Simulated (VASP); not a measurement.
# InSb (Fm-3m) in VASP: elastic constants with LDA

Aim: the elastic constants of InSb with LDA.

All numbers are computed with VASP 6.6.1; they aren't measurements. Logs are shortened: lines on timing, memory, paths and dates and some standing lists are left out, and cuts for length are marked.

**1. The structure**

The structure is cubic, space group Fm-3m (No. 225). Conventional cell: a = 6.147 Å, b = 6.147 Å, c = 6.147 Å, α = 90.00°, β = 90.00°, γ = 90.00°. In (site symmetry m-3m) has 6 Sb at 3.07 Å as nearest neighbours. Around Sb (site symmetry m-3m) lie 6 In at 3.07 Å.

Measurements of this composition are mostly on another form, of space group No. 216.

**2. Elastic constants, LDA**

POSCAR reads:

```
InSb
1.0
    0.0000000000      3.0735130000      3.0735130000
    3.0735130000      0.0000000000      3.0735130000
    3.0735130000      3.0735130000      0.0000000000
In Sb
1 1
Direct
    0.0000000000      0.0000000000      0.0000000000
    0.5000000000      0.5000000000      0.5000000000
```

INCAR.step1 reads:

```
SYSTEM = InSb
PREC     = Accurate       ! precision mode
ENCUT    = 600            ! plane-wave cutoff, eV
EDIFF    = 1E-8           ! SCF threshold, eV
ISMEAR   = 0              ! smearing method
SIGMA    = 0.1            ! smearing width, eV
LREAL    = .FALSE.        ! projectors in reciprocal space
LASPH    = .TRUE.         ! aspherical terms in the spheres
NELM     = 60             ! most SCF steps
ALGO     = Fast           ! electronic algorithm
ISIF     = 3              ! what is computed and relaxed
LWAVE    = .FALSE.        ! write WAVECAR
LCHARG   = .FALSE.        ! write CHGCAR
GGA      = CA             ! functional
IBRION   = 2              ! ionic algorithm
NSW      = 40             ! ionic steps
EDIFFG   = -0.002         ! ionic threshold
```

INCAR.step2 reads:

```
SYSTEM = InSb
PREC     = Accurate       ! precision mode
ENCUT    = 600            ! plane-wave cutoff, eV
EDIFF    = 1E-8           ! SCF threshold, eV
ISMEAR   = 0              ! smearing method
SIGMA    = 0.1            ! smearing width, eV
LREAL    = .FALSE.        ! projectors in reciprocal space
LASPH    = .TRUE.         ! aspherical terms in the spheres
NELM     = 60             ! most SCF steps
ALGO     = Fast           ! electronic algorithm
ISIF     = 3              ! what is computed and relaxed
LWAVE    = .FALSE.        ! write WAVECAR
LCHARG   = .FALSE.        ! write CHGCAR
GGA      = CA             ! functional
IBRION   = 6              ! ionic algorithm
NFREE    = 2            
POTIM    = 0.015          ! step
NSW      = 1              ! ionic steps
```

KPOINTS reads:

```
regular mesh
0
G
  16 16 16
  0 0 0
```

Potentials or basis: VASP PAW LDA potentials, release 64 (In_d, Sb).

Started as:

```sh
$ cat potpaw_LDA.64/In_d/POTCAR potpaw_LDA.64/Sb/POTCAR > POTCAR
$ cp INCAR.step1 INCAR
$ mpirun -np 1 vasp_std > vasp.out
$ cp CONTCAR POSCAR
$ cp INCAR.step2 INCAR
$ mpirun -np 1 vasp_std > vasp.out
```

OUTCAR:

```text
SYSTEM = InSb
   PREC = Accurate
   ENCUT = 600
   EDIFF = 1E-8
   ISMEAR = 0
   LREAL = .FALSE.
   LASPH = .TRUE.
   NELM = 60
   ISIF = 3
   GGA = CA
   IBRION = 6
   NFREE = 2
   POTIM = 0.015
   NSW = 1

 ion  position               nearest neighbor table
   1  0.000  0.000  0.000-   2 2.99   2 2.99   2 2.99   2 2.99   2 2.99   2 2.99
   2  0.500  0.500  0.500-   1 2.99   1 2.99   1 2.99   1 2.99   1 2.99   1 2.99

  LATTYP: Found a face centered cubic cell.
 ALAT       =     5.9819388666

  Lattice vectors:

 A1 = (   0.0000000000,   2.9909694333,   2.9909694333)
 A2 = (   2.9909694333,   0.0000000000,   2.9909694333)
 A3 = (   2.9909694333,   2.9909694333,   0.0000000000)

Analysis of symmetry for initial positions (statically):
=====================================================================
 Subroutine PRICEL returns:
 Original cell was already a primitive cell.

 Routine SETGRP: Setting up the symmetry group for a
 face centered cubic supercell.

 Subroutine GETGRP returns: Found 48 space group operations
 (whereof 48 operations were pure point group operations)
 out of a pool of 48 trial point group operations.

The static configuration has the point symmetry O_h .

Analysis of symmetry for dynamics (positions and initial velocities):
=====================================================================
 Subroutine PRICEL returns:
 Original cell was already a primitive cell.

 Routine SETGRP: Setting up the symmetry group for a
 face centered cubic supercell.

 Subroutine GETGRP returns: Found 48 space group operations
 (whereof 48 operations were pure point group operations)
 out of a pool of 48 trial point group operations.

The dynamic configuration has the point symmetry O_h .

 Subroutine INISYM returns: Found 48 space group operations
 (whereof 48 operations are pure point group operations),
 and found     1 'primitive' translations

----------------------------------------------------------------------------------------

                                     Primitive cell

  volume of cell :      53.5138

  direct lattice vectors                    reciprocal lattice vectors
     0.000000000  2.990969433  2.990969433    -0.167169880  0.167169880  0.167169880
     2.990969433  0.000000000  2.990969433     0.167169880 -0.167169880  0.167169880
     2.990969433  2.990969433  0.000000000     0.167169880  0.167169880 -0.167169880

  length of vectors
     4.229869537  4.229869537  4.229869537     0.289546725  0.289546725  0.289546725

  position of ions in fractional coordinates (direct lattice)
     0.000000000  0.000000000  0.000000000
     0.500000000  0.500000000  0.500000000

  ion indices of the primitive-cell ions
   primitive index   ion index
                 1           1
                 2           2

----------------------------------------------------------------------------------------

 KPOINTS: regular mesh

Automatic generation of k-mesh.
 Grid dimensions read from file:
 generate k-points for:   16   16   16

[... 111 lines left out ...]
  ext. energy  EPLUGINS =         0.00000000
  ---------------------------------------------------
  free energy    TOTEN  =        -8.06144545 eV

  energy without entropy =       -8.05508582  energy(sigma->0) =       -8.05826563

------------------------ aborting loop because EDIFF is reached ----------------------------------------

  FORCE on cell =-STRESS in cart. coord.  units (eV):
  Direction    XX          YY          ZZ          XY          YZ          ZX
  --------------------------------------------------------------------------------------
  -------------------------------------------------------------------------------------
  Total       -0.0015721     -0.0015721     -0.0015721      0.0000000     -0.0000000     -0.0000000
  in kB       -0.0470690     -0.0470690     -0.0470690      0.0000000     -0.0000000     -0.0000000
  external PRESSURE =      -0.0470690 kB  Pullay stress =       0.0000000 kB
[... 89 lines left out ...]
  FREE ENERGIE OF THE ION-ELECTRON SYSTEM (eV)
  ---------------------------------------------------
  free  energy   TOTEN  =        -8.0563927257 eV

  energy  without entropy=       -8.0506190936  energy(sigma->0) =       -8.05350591

[... ionic steps 4 to 14 ...]

--------------------------------------- Ionic step       15  -------------------------------------------

 number of electron      18.0000000 magnetization

------------------------ aborting loop because EDIFF is reached ----------------------------------------
[... 67 lines left out ...]
--------------------------------------- Ionic step       17  -------------------------------------------

 number of electron      18.0000000 magnetization

 Free energy of the ion-electron system (eV)
  ---------------------------------------------------
  ext. energy  EPLUGINS =         0.00000000
  ---------------------------------------------------
  free energy    TOTEN  =        -8.06114101 eV

  energy without entropy =       -8.05478346  energy(sigma->0) =       -8.05796224

 E-fermi :   7.3803     XC(G=0): -10.2989

 val. band max:        7.3739575379   @ k =   0.0625  -0.2500   0.1875
 cond. band min:       7.3809395309   @ k =  -0.3750   0.3125   0.0000
 fundamental gap:      0.0069819930
 Fermi energy:         7.3803441458

 k-point     1 :       0.0000    0.0000    0.0000
  band No.  band energies     occupation
      1      -7.0920      2.00000
      2      -7.0919      2.00000
      3      -7.0553      2.00000
      4      -7.0553      2.00000
      5      -7.0553      2.00000
      6      -4.1220      2.00000
      7       7.2784      1.85047
      8       7.2803      1.84291
      9       7.2803      1.84291
     10       7.2954      1.77017
     11      13.5831      0.00000
     12      13.5875      0.00000
     13      13.6322      0.00000
[... 354 lines left out ...]
  band No.  band energies     occupation
      1      -7.0981      2.00000
      2      -7.0934      2.00000
      3      -7.0558      2.00000
      4      -7.0530      2.00000
      5      -7.0514      2.00000
      6      -4.0011      2.00000
      7       5.6863      2.00000
      8       7.0268      2.00000
      9       7.4276      0.50435
     10       8.7729      0.00000
     11      12.6387      0.00000
     12      12.6868      0.00000
     13      12.9736      0.00000

 [... further k-points ...]
[... 5 lines left out ...]
  --------------------------------------------------------------------------------------
  -------------------------------------------------------------------------------------
  Total        0.0063991     -0.0008203     -0.0008203     -0.0000000      0.0000000      0.0000000
  in kB        0.1915857     -0.0245586     -0.0245586     -0.0000000      0.0000000      0.0000000
  external PRESSURE =       0.0474895 kB  Pullay stress =       0.0000000 kB
[... 17 lines left out ...]
  FREE ENERGIE OF THE ION-ELECTRON SYSTEM (eV)
  ---------------------------------------------------
  free  energy   TOTEN  =        -8.0611410102 eV

  energy  without entropy=       -8.0547834636  energy(sigma->0) =       -8.05796224

 INTERNAL STRAIN TENSORS FROM STRAINED CELLS
 ============================================

 INTERNAL STRAIN TENSOR FOR ION    1 for displacements in x,y,z  (eV/Angst):
          X           Y           Z          XY          YZ          ZX
  --------------------------------------------------------------------------------
  x    -0.00000     0.00000    -0.00000    -0.00000    -0.00000    -0.00000
  y    -0.00000     0.00000     0.00000    -0.00000     0.00000     0.00000
  z     0.00000    -0.00000    -0.00000     0.00000    -0.00000    -0.00000

 INTERNAL STRAIN TENSORS FROM DISPLACED ATOMS
 ============================================

 INTERNAL STRAIN TENSOR FOR ION    1 for displacements in x,y,z  (eV/Angst):
          X           Y           Z          XY          YZ          ZX
  --------------------------------------------------------------------------------
  x     0.00000     0.00000     0.00000     0.00000     0.00000     0.00000
  y     0.00000     0.00000     0.00000     0.00000     0.00000     0.00000
  z     0.00000     0.00000     0.00000     0.00000     0.00000     0.00000

 INTERNAL STRAIN TENSOR FOR ION    2 for displacements in x,y,z  (eV/Angst):
          X           Y           Z          XY          YZ          ZX
  --------------------------------------------------------------------------------
  x     0.00000     0.00000     0.00000     0.00000     0.00000     0.00000
  y     0.00000     0.00000     0.00000     0.00000     0.00000     0.00000
  z     0.00000     0.00000     0.00000     0.00000     0.00000     0.00000

 Eigenvectors and eigenvalues of the dynamical matrix
 ----------------------------------------------------

   1 f  =    3.347000 THz    21.029819 2PiTHz  111.643892 cm-1    13.842072 meV
             X         Y         Z           dx          dy          dz
      0.000000  0.000000  0.000000     0.000000    0.717567    0.000000
      2.990969  2.990969  2.990969     0.000000   -0.696489    0.000000
[... 21 lines left out ...]
   6 f/i=    0.000857 THz     0.005385 2PiTHz    0.028588 cm-1     0.003544 meV
             X         Y         Z           dx          dy          dz
      0.000000  0.000000  0.000000     0.000000    0.000000   -0.696489
      2.990969  2.990969  2.990969     0.000000    0.000000   -0.717567

--------------------------------------------------------------------------------------------------------

 ELASTIC MODULI CONTR FROM IONIC RELAXATION (kBar)
 Direction    XX          YY          ZZ          XY          YZ          ZX
 --------------------------------------------------------------------------------
 XX           0.0000      0.0000      0.0000      0.0000      0.0000      0.0000
 YY           0.0000      0.0000      0.0000      0.0000      0.0000      0.0000
 ZZ           0.0000      0.0000      0.0000      0.0000      0.0000      0.0000
 XY           0.0000      0.0000      0.0000      0.0000      0.0000      0.0000
 YZ           0.0000      0.0000      0.0000      0.0000      0.0000      0.0000
 ZX           0.0000      0.0000      0.0000      0.0000      0.0000      0.0000
 --------------------------------------------------------------------------------

 TOTAL ELASTIC MODULI (kBar)
 Direction    XX          YY          ZZ          XY          YZ          ZX
 --------------------------------------------------------------------------------
 XX        1275.0332    274.9464    274.9464      0.0000      0.0000      0.0000
 YY         274.9464   1275.0332    274.9464     -0.0000      0.0000      0.0000
 ZZ         274.9464    274.9464   1275.0332     -0.0000     -0.0000     -0.0000
 XY           0.0000     -0.0000     -0.0000     49.4446      0.0000      0.0000
 YZ           0.0000      0.0000     -0.0000      0.0000     49.4446      0.0000
 ZX           0.0000      0.0000     -0.0000      0.0000      0.0000     49.4446
 --------------------------------------------------------------------------------
```

It took 3.1 h on 1 thread of Intel Xeon Platinum 8375C at 2.90GHz (Ice Lake), shared host; peak memory 1.6 GiB.

What came out:

* Relaxed volume: 26.76 Å³/atom
* Relaxed cell: a = 4.230 Å, b = 4.230 Å, c = 4.230 Å, α = 60.00°, β = 60.00°, γ = 60.00°
* Space group after relaxing (to 0.05 Å): Fm-3m (No. 225)
* Elastic constants C11, C12, C44: 128, 27, 5 GPa
* Voigt bulk modulus: 61 GPa
* Highest phonon frequency at Γ, LO-TO splitting left out: 112 cm⁻¹

The path:
| step | energy change (eV) | largest force (eV/Å) | pressure (GPa) | volume (Å³) |
| --- | --- | --- | --- | --- |
| 1 | 0.0000 | 0.0000 | -4.07 | 58.07 |
| 2 | -0.0550 | 0.0000 | 1.77 | 52.08 |
| 3 | -0.0627 | 0.0000 | 0.00 | 53.51 |

Final structure:
```cif
data_structure
_symmetry_space_group_name_H-M 'P 1'
_symmetry_Int_Tables_number 1
_cell_length_a 4.2299
_cell_length_b 4.2299
_cell_length_c 4.2299
_cell_angle_alpha 60.000
_cell_angle_beta 60.000
_cell_angle_gamma 60.000
_cell_volume 53.51
loop_
_atom_site_label
_atom_site_type_symbol
_atom_site_fract_x
_atom_site_fract_y
_atom_site_fract_z
_atom_site_occupancy
In1 In 0.00000 0.00000 0.00000 1
Sb1 Sb 0.50000 0.50000 0.50000 1
```

Phonon frequencies in cm⁻¹ (negative: imaginary):
```csv
q point,frequencies
"(0.000, 0.000, 0.000)",0 0 0 112 112 112
```

Elastic tensor in Voigt notation (GPa, in the Cartesian axes of the cell as first typed):
```
128  27  27   0   0   0
 27 128  27   0   0   0
 27  27 128   0   0   0
  0   0   0   5   0   0
  0   0   0   0   5   0
  0   0   0   0   0   5
```

Clamped-ion elastic tensor (GPa):
```
128  27  27   0   0   0
 27 128  27   0   0   0
 27  27 128   0   0   0
  0   0   0   5   0   0
  0   0   0   0   5   0
  0   0   0   0   0   5
```
